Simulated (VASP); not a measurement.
# CaO in VASP: how settings move the r2SCAN single point

Aim: see what changed inputs do to the r2SCAN single point of rocksalt CaO, under +1.0 % equal strain in all directions.

Program: VASP 6.6.1. PAW datasets, plane waves. Spin-unpolarised (in the reference); all numbers are computed.

### 1 The cell

The cell comes from an earlier relaxation with r2SCAN in another program. Some of the altered inputs switch spin polarisation on.

The symmetry is Fm-3m (No. 225, cubic); conventional cell a = 4.843 Å, 14.20 Å³ an atom. Ca has 6 O at 2.42 Å; O has 6 Ca at 2.42 Å.

As a file:

```cif
data_structure
_symmetry_space_group_name_H-M 'P 1'
_symmetry_Int_Tables_number 1
_cell_length_a 3.4246
_cell_length_b 3.4246
_cell_length_c 3.4246
_cell_angle_alpha 60.000
_cell_angle_beta 60.000
_cell_angle_gamma 60.000
_cell_volume 28.40
loop_
_atom_site_label
_atom_site_type_symbol
_atom_site_fract_x
_atom_site_fract_y
_atom_site_fract_z
_atom_site_occupancy
Ca1 Ca 0.00000 0.00000 0.00000 1
O1 O 0.50000 0.50000 0.50000 1
```

### 2 Reference

File INCAR:

```
ENCUT = 520.000000
SIGMA = 0.010000
EDIFF = 1.00e-07
ALGO = Normal
METAGGA = R2SCAN
PREC = Accurate
IBRION = -1
ISIF = 2
ISMEAR = 0
NBANDS = 15
NELM = 120
NSW = 0
LASPH = .TRUE.
LCHARG = .FALSE.
LWAVE = .FALSE.
LREAL = .FALSE.
```

File KPOINTS:

```
KPOINTS created by Atomic Simulation Environment
0
Gamma
10 10 10
0 0 0
```

File POSCAR:

```
Ca O
 1.0000000000000000
     0.0000000000000000    2.4215256147000002    2.4215256147000002
     2.4215256147000002    0.0000000000000000    2.4215256147000002
     2.4215256147000002    2.4215256147000002    0.0000000000000000
 Ca  O
   1   1
Cartesian
  0.0000000000000000  0.0000000000000000  0.0000000000000000
  2.4215256147000002  2.4215256147000002  2.4215256147000002
```

A file KPOINTS_OPT adds named points for the levels; it doesn't enter the self-consistent loop.

Potentials: the recommended PBE PAW datasets, 16 valence electrons.

The run is started by

```sh
$ mpirun -np 1 vasp_std
```

### 3 Variant 1

Edit INCAR of step 2 so:

```diff
@@ -15,2 +15,2 @@
 LWAVE = .FALSE.
-LREAL = .FALSE.
+LREAL = Auto
```

KPOINTS is that of step 2.

POSCAR is that of step 2.

### 4 Variant 2

File INCAR:

```
ENCUT = 520.000000
EDIFF = 1.00e-07
ALGO = Normal
METAGGA = R2SCAN
PREC = Accurate
IBRION = -1
ISIF = 2
NBANDS = 15
NSW = 0
LASPH = .TRUE.
LCHARG = .FALSE.
LWAVE = .FALSE.
LREAL = .FALSE.
ISMEAR = 1
SIGMA = 0.2
ISPIN = 2
MAGMOM = -1 -1
NELM = 70
```

File KPOINTS:

```
KPOINTS created by Atomic Simulation Environment
0
Monkhorst-Pack
10 10 10
0 0 0
```

POSCAR is that of step 2.

**Question.** What will these runs give? Wanted: for each run, changed; ending; energy change; pressure; electronic steps; usable.

The runs gave:

| run | changed | ending | energy change (meV/atom) | pressure (GPa) | gap on the mesh (eV; negative: overlap) | electronic steps | time | usable |
| --- | --- | --- | --- | --- | --- | --- | --- | --- |
| ref. | – | converged | 0 | -2.3 | 4.19 | 16 | 78 s | yes |
| 1 | LREAL = Auto | converged | -0.2 | -2.4 | 4.19 | 16 | 87 s | yes |
| 2 | ISMEAR = 1, SIGMA = 0.2, ISPIN = 2, MAGMOM = -1 -1, NELM = 70, shifted mesh | converged | 0.0 | -2.3 | – | 16 | 5.8 min | no |

Of 2 altered inputs, 1 ended normally on a faulty or unsound input, 1 gave usable results. «LREAL = Auto» moves the energy by -0.2 meV/atom.
